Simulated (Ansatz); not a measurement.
In2O3 (A-La2O3 type) at its r2SCAN geometry, run in Ansatz at 2 levels of theory. Values at 0 K without nuclear motion; no magnetic order is allowed, and the phase may be a hypothetical one.

The PBE+SOC input:
```yaml
crystal:
  lattice:
    - [3.4198147543, 0.0, 0.0]
    - [-1.7099073772, 2.9616464535, 0.0]
    - [0.0, 0.0, 6.0963728731]
  atoms:
    - { symbol: In, position: [0.3333333333, 0.6666666667, 0.2370774608] }
    - { symbol: In, position: [0.6666666667, 0.3333333333, 0.7629225392] }
    - { symbol: O, position: [0.0, 0.0, 0.0] }
    - { symbol: O, position: [0.3333333333, 0.6666666667, 0.6542361063] }
    - { symbol: O, position: [0.6666666667, 0.3333333333, 0.3457638937] }
kpoints:
  mp_grid: { grid: [12, 12, 4] }
  band_path:
    path:
      - [0.0, 0.0, 0.0]
      - [0.5, 0.0, 0.0]
      - [0.3333333333, 0.3333333333, 0.0]
      - [0.0, 0.0, 0.5]
      - [0.5, 0.0, 0.5]
      - [0.3333333333, 0.3333333333, 0.5]
      - [0.0, 0.244792, -0.208333]
    npoints: 1
hamiltonian:
  xc: pbe
scf:
  occupations: { method: fermi_dirac, width: 0.02 }
  n_extra_bands: 10
magnetization:
  noncollinear: true
  spin_orbit: true
output:
  forces: true
  stress: true
  eigenvalues: true
```

Main results, then, where recorded, the levels near the gap in eV from the Fermi energy (columns number the bands from 0), one row a point of the path (Γ, M, K, A, L, H, (0, 0.245, -0.208)):
```
Crystal: 5 atoms, lattice volume = 61.746 Å³
Symmetry: 12 space group operations + 12 with time reversal
Magnetic group: BNS 164.86 (UNI 1316)
```
```
Basis set: ecut = 420 eV, 1173 PW (Γ)
k-points: 69 of 576
SCF 1 converged in 9 iterations: F = -12901.327029 eV  dr2 = 2.89e-8
Free energy (F): -12901.327029 eV
Fermi energy:    10.079705 eV
--- Forces (eV/Å), atoms counted from 1 ---
  atom   1  In      0.00000      0.00000    -0.17665
  atom   2  In      0.00000      0.00000      0.17665
  atom   3  O       0.00000      0.00000      0.00000
  atom   4  O       0.00000      0.00000    -0.18279
  atom   5  O       0.00000      0.00000      0.18279
--- Stress (GPa, compression-positive) ---
        7.018597       0.000000       0.000000
        0.000000       7.018597       0.000000
        0.000000       0.000000       5.607915
  P = ⅓ Tr σ = 6.5484 GPa (65.484 kbar)
```
```tsv
band_36	band_37	band_38	band_39	band_40	band_41	band_42	band_43	band_44	band_45	band_46	band_47	band_48	band_49
-1.428	-1.428	-1.029	-1.029	-0.994	-0.994	-0.440	-0.440	0.365	0.365	4.714	4.714	5.635	5.635
-1.757	-1.757	-1.447	-1.447	-0.992	-0.992	-0.774	-0.774	3.670	3.670	5.828	5.828	6.826	6.826
-3.527	-3.527	-0.717	-0.717	-0.712	-0.712	-0.453	-0.453	5.459	5.459	5.462	5.462	8.340	8.340
-1.193	-1.193	-1.176	-1.176	-1.153	-1.153	-1.152	-1.152	2.545	2.545	3.457	3.457	5.268	5.268
-2.189	-2.189	-1.711	-1.711	-0.680	-0.680	-0.434	-0.434	4.047	4.047	5.751	5.751	6.047	6.047
-2.556	-2.556	-1.441	-1.441	-1.433	-1.433	-0.912	-0.912	5.515	5.515	5.517	5.517	8.547	8.547
-1.606	-1.606	-0.967	-0.967	-0.822	-0.822	-0.421	-0.421	3.081	3.081	4.707	4.707	6.992	6.992
```

The PBE+SOC gap is indirect, 0.79 eV (k = (0, 0.245, -0.208) to Γ), below the direct gap of 0.80 eV at Γ. Least and direct gap differ so little that the kind isn't settled.

r2SCAN. Against the first input these blocks differ (the band path and keys that only write files left aside):
```yaml
hamiltonian:
  xc: r2scan
scf:
  occupations: { method: fixed }
  n_extra_bands: 5
```
(magnetization left out)

```
Basis set: ecut = 500 eV, 1583 PW (Γ)
k-points: 69 of 576
SCF 1 converged in 8 iterations: F = -12929.993826 eV  dr2 = 5.02e-9
Free energy (F): -12929.993826 eV
Fermi energy:    9.287898 eV
--- Forces (eV/Å), atoms counted from 1 ---
  atom   1  In      0.00000      0.00000      0.00122
  atom   2  In      0.00000      0.00000    -0.00122
  atom   3  O       0.00000      0.00000      0.00000
  atom   4  O       0.00000      0.00000      0.00029
  atom   5  O       0.00000      0.00000    -0.00029
--- Stress (GPa, compression-positive) ---
        0.019308       0.000000       0.000000
        0.000000       0.019308       0.000000
        0.000000       0.000000       0.012110
  P = ⅓ Tr σ = 0.0169 GPa (0.169 kbar)
```
```tsv
band_18	band_19	band_20	band_21	band_22	band_23	band_24
-1.054	-0.589	-0.589	-0.013	1.305	5.762	6.652
-1.323	-1.038	-0.591	-0.355	4.723	6.945	7.905
-3.149	-0.290	-0.290	-0.029	6.563	6.563	9.418
-0.799	-0.799	-0.705	-0.705	3.420	4.397	6.394
-1.782	-1.285	-0.256	-0.014	5.106	6.831	7.232
-2.148	-1.010	-1.010	-0.515	6.623	6.623	9.876
-1.165	-0.556	-0.403	0.006	4.052	5.755	8.100
```

r2SCAN gives an indirect gap of 1.30 eV, from k = (0, 0.245, -0.208) to Γ; the least direct gap is 1.32 eV at Γ. Least and direct gap differ so little that the kind isn't settled. The mean stress is close to zero (0.02 GPa).

Totals of different functionals, or with and without spin-orbit coupling, can't be compared.

Only the levels marked +SOC include spin-orbit coupling.
